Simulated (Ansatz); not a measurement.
The system is V.

```
V
1.0
     2.60429    0.00000    0.00000
    -1.30215    2.25538    0.00000
     0.00000    0.00000    4.72334
V
2
Direct
  0.33333 0.66667 0.25000
  0.66667 0.33333 0.75000
```

This isn't the form of V at room conditions, which is bcc.

* Program: Ansatz 0.2.0
* Task: single point
* Functional: PBE
* Potentials or basis: all-electron LAPW, scalar-relativistic
* Cutoff: 262 eV (chosen from the basis error)
* Basis error allowed: 0.001 eV/atom
* k mesh: 12 × 12 × 6
* Occupations: fermi-dirac, width 0.05 eV
* Spin: collinear spin, ferromagnetic start
* Starting moments: [2.0, 2.0] μB

On this cell: pressure -0.6 GPa; largest force under 0.003 eV/Å; net moment 0.00 μB per cell; band gap on the k mesh none (metal or under the smearing width).

The same run follows on a disturbed copy (atoms moved at random, drawn with an rms of 0.05 Å):

```
V
1.0
     2.60429    0.00000    0.00000
    -1.30215    2.25538    0.00000
     0.00000    0.00000    4.72334
V
2
Direct
  0.33739 0.66806 0.24828
  0.66409 0.33528 0.74232
```

Problem. What changes?

Solution. The energy (extrapolated to zero smearing) moves by +1.9 meV/atom; pressure -0.5 GPa; largest force 0.271 eV/Å; net moment 0.00 μB per cell; band gap on the k mesh none (metal or under the smearing width).

Forces on the atoms (eV/Å):
```
V    0.016  0.000 -0.270
V   -0.016  0.000  0.270
```

Stress tensor (GPa, compression positive):
```
-0.13 -0.37 -0.04
-0.37 -0.19  0.00
-0.04  0.00 -1.19
```

Caveats: the starting moments weren't kept.
